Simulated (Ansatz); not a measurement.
Sn: energy along a strain

Sn, Fd-3m, a = 6.542 Å. Ansatz: PBEsol, PAW, 420 eV, Γ-centred 16×16×16 mesh on 2 atoms, Gaussian smearing 0.15 eV; no spin polarisation. Cell vectors (Å): 0.000 3.271 3.271; 3.271 0.000 3.271; 3.271 3.271 0.000. The cell is strained by x per cent times the pattern (0 1 0 0 0 0) in the order xx yy zz yz xz xy (engineering shears), with fractional coordinates held. y is the free energy over the start, V0 = 34.991 Å³/atom.

```tsv
x (%)	y (meV/atom)
-6.00	?
-4.50	13.96
-3.00	6.04
-1.50	1.43
0.00	0.00
1.50	1.61
3.00	6.12
4.50	13.37
6.00	23.21
```

Question: Fit y = c1 x + c2 x² + c3 x³ to the other rows, get the stiffness along the pattern, and predict the missing energy.

Answer: Least squares on the rows shown. y = 0.078727 x + 0.67481 x² − 0.0071832 x³. The clamped-ion stiffness p·C·p = 2 × 6.748 eV × 160.2 / 34.991 Å³ = 62 GPa, which is C22 in these axes (C11 of the cubic crystal); c1 is there for the stress left in the start, which by itself gives a slope of 0.08 meV/atom per %. At x = -6.00 the fit asked for gives 25.37 meV/atom. The run gave 25.33 meV/atom, so the fit is 0.04 meV/atom too high, a small miss on the scale of the series.